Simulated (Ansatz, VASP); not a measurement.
PbS in VASP and in Ansatz

```
CELL_PARAMETERS angstrom
-0.05930 2.93535 2.93535
2.93535 -0.05930 2.93535
2.93535 2.93535 -0.05930
ATOMIC_POSITIONS crystal
Pb 0.00000 0.00000 0.00000
S 0.50000 0.50000 0.50000
```

Change from the starting cell: equal xy, yz and zx shear strains of -2 %, crystal datasets.

Alike in both runs: task electric field gradients; functional PBE; k mesh 8 × 8 × 8; occupations fermi-dirac, width 0.01 eV; no spin polarisation.

|  | VASP | Ansatz |
| --- | --- | --- |
| version | VASP 6.6.1 | Ansatz 0.2.0 |
| potentials or method | VASP PAW PBE potentials, release 64 (Pb_d, S), cutoff 520 eV | all-electron PAW with datasets made for the crystal, scalar-relativistic |

```tsv
	VASP	Ansatz	Ansatz less VASP
pressure (GPa)	2.2	2.3	+0.08
largest component of the traceless stress (GPa)	0.37	0.37	-0.001
Vzz of the field gradient on the site that differs most (V/Å²)	4.8	9.1	+4.27
```

Ansatz ran all-electron here, so the differences hold the error of VASP's frozen core and of both bases. Ansatz warned: «gradients_without_spin_orbit».
